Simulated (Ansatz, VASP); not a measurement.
SnSe in VASP and in Ansatz

The input INCAR:

```
ALGO = Normal
EDIFF = 1E-7
ENCUT = 520
GGA = PS
ISIF = 2
ISMEAR = -1
LASPH = T
LCHARG = F
LREAL = F
LWAVE = F
NBANDS = 28
NELM = 60
PREC = Accurate
SIGMA = 0.05
```

KPOINTS

```
k-points
0
Gamma
  6 6 3
```

Contents of POSCAR:

```
SnSe
1.0
    4.3137078980      0.0000000000      0.0000000000
    0.0000000000      4.3137078980      0.0000000000
    0.0000000000      0.0000000000     11.0634802918
Sn Se
2 2
Direct
    0.0000000000      0.5000000000      0.6277708900
    0.5000000000      0.0000000000      0.3722291100
    0.0000000000      0.5000000000      0.3839605100
    0.5000000000      0.0000000000      0.6160394900
```

input.yaml

```yaml
crystal:
  lattice:
    - [4.313707898, 0.0, 0.0]
    - [0.0, 4.313707898, 0.0]
    - [0.0, 0.0, 11.0634802918]
  atoms:
    - { symbol: Sn, position: [0.0, 0.5, 0.62777089] }
    - { symbol: Sn, position: [0.5, 0.0, 0.37222911] }
    - { symbol: Se, position: [0.0, 0.5, 0.38396051] }
    - { symbol: Se, position: [0.5, 0.0, 0.61603949] }
hamiltonian:
  xc: pbesol
  pseudopotentials: { kind: paw }
kpoints:
  mp_grid: { grid: [6, 6, 3] }
scf:
  occupations: { method: fermi_dirac, width: 0.05 }
output:
  forces: true
  stress: true
  eigenvalues: true
  write_density: true
  write_potential: true
  elf: true
  volumetric_format: npy
```

Alike in both runs: task single point; functional PBEsol; k mesh 6 × 6 × 3; occupations fermi-dirac, width 0.05 eV; no spin polarisation.

|  | VASP | Ansatz |
| --- | --- | --- |
| version | VASP 6.6.1 | Ansatz 0.2.0 |
| potentials or method | VASP PAW PBE potentials, release 64 (Sn_d, Se) | Ansatz PAW |
| plane-wave cutoff (eV) | 520 | 420 |
| valence electrons in the cell | 40 | 60 |

```csv
,VASP,Ansatz,Ansatz less VASP
gap on the k mesh at the Fermi level (eV),1.49,1.49,+0.006
least direct gap on the mesh (eV),1.49,1.49,+0.006
rms of the force components (eV/Å),0.092,0.098,+0.0067
```

Atom by atom the forces differ by 0.009 eV/Å (rms over components). With one functional, cell and mesh, what is left measures potentials, basis and numerics. The two sets of potentials don't hold the same shells in valence.

Caveats: spin-orbit coupling is left out, which moves the levels of the heavy elements; the PAW data sets were made with another functional, which shifts forces and pressure a little (VASP); odd divisions of the mesh miss points on the zone boundary, where band edges often lie, so the gap on the mesh can be too wide (Ansatz); the PAW data sets come from PBE, with cores solved anew for the run's functional, which leaves a small shift of forces and pressure (Ansatz).
